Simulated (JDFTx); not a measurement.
## MgO under changes of volume

One of the cells (9.221 Å³/atom); the others are scaled copies at fixed shape and fractional positions:

```xyz
2
Lattice="0.0000 2.0970 2.0970 2.0970 0.0000 2.0970 2.0970 2.0970 0.0000" Properties=species:S:1:pos:R:3 pbc="T T T"
Mg    0.0000    0.0000    0.0000
O     2.0970    2.0970    2.0970
```

The cell is a database's computed one.

- Program: JDFTx 1.7.0 (patched build)
- Functional: PBEsol
- Potentials or basis: PseudoDojo-SR-PBEsol-0.4.1-standard with smoothed tails
- Cutoff: 1143 eV
- Density cutoff: 9143 eV
- k mesh: 11 × 11 × 11
- Occupations: fermi-dirac, width 0.05 eV
- Spin: no spin polarisation

| volume (Å³/atom) | energy over the lowest point (meV/atom) | pressure (GPa) | gap on the mesh (eV) |
| --- | --- | --- | --- |
| 8.668 | 28.00 | 13.9 | 5.43 |
| 8.853 | 14.37 | 9.6 | 5.20 |
| 9.037 | ? | ? | ? |
| 9.221 | 0.81 | 2.2 | 4.79 |
| 9.406 | 0.00 | -0.9 | 4.60 |
| 9.590 | 2.67 | -3.8 | 4.41 |
| 9.775 | 8.48 | -6.4 | 4.24 |

**Question.** What does the run at 9.037 Å³/atom give?

**Answer.** Energy over the lowest point 5.47 meV/atom; pressure 5.8 GPa; gap on the mesh 4.99 eV.

Worked out: A Birch-Murnaghan fit of order 3 (a polynomial in V^(-2/3)) to the other rows has its minimum at 9.35 Å³/atom with B0 = V·E''(V) = 157 GPa and B' = 4.0. It gives 5.48 meV/atom at 9.037 Å³/atom, against the run's 5.47, and -dE/dV = 5.8 GPa, against 5.8. A straight line through the other rows of the gap, of slope -9.91 eV per unit of ln V (its deformation potential), gives 5.00 eV, against the run's 4.99.

Energies are extrapolated to zero smearing.
